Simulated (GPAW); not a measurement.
TePt:

```
Pt Te
1.0
     4.26288    0.00000    0.00000
    -2.13144    3.69176    0.00000
     0.00000    0.00000    5.66177
Pt Te
2 2
Direct
  0.00000 0.00000 0.00000
  0.00000 0.00000 0.50000
  0.33333 0.66667 0.25000
  0.66667 0.33333 0.75000
```

Measurements of this composition are mostly on another form, of space group No. 166.

Base run:

* Program: GPAW 26.7.0
* Functional: PBEsol
* Potentials or basis: PAW data sets generated in the run's folder for this functional
* Cutoff: 600 eV
* Basis: pw
* k mesh: 5 × 5 × 4
* Occupations: fermi-dirac, width 0.05 eV
* Spin: no spin polarisation
* Hubbard terms: Pt d U = 3 eV

Its results: pressure -7.0 GPa.

Q: The run is repeated on the same cell with these changes: hubbard terms from Pt d U = 3 eV to Pt d U = 1 eV. What comes out?

A: Pressure -6.3 GPa.

Caveats: U without spin polarisation on a metal has little footing; the U is typed as a test and isn't derived for this compound.

Not every run made on this cell is shown here.
